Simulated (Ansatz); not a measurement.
BP: strain energy, fitted

BP, F-43m, a = 4.520 Å. Ansatz: PBEsol, PAW, 420 eV, Γ-centred 8×8×6 mesh on 4 atoms, Gaussian smearing 0.02 eV; no spin polarisation. Series: biaxial strain in the a-b plane, c and atoms relaxed; x is the strain in per cent. The axes a, b, c are those of the computed cell (3.196, 3.196, 4.520 Å), along [1 1 0], [-1 1 0], [0 0 1] of the cell named above. y is the free energy over the unstrained cell, V0 = 11.545 Å³/atom.

```
x (%) y (meV/atom)
 -4.5         62.35
 -3.0             ?
 -1.5          6.57
  0.0          0.00
  1.5          6.08
  3.0         23.72
  4.5         51.87
```

Problem. Fit y = c2 x² + c3 x³ to the other rows, turn c2 into a modulus, and predict the missing energy.

Solution. Least squares on the rows shown. y = 2.8191 x² − 0.057678 x³. In eV per unit strain² c2 is 28.19; M is the biaxial modulus (E = M V0 ε²): 28.19 × 160.2 / (11.545) = 391 GPa. At x = -3.0 the fit asked for gives 26.93 meV/atom. The run gave 26.95 meV/atom, so the fit is 0.02 meV/atom too low, within the rms miss on the fitted rows (0.06 meV/atom).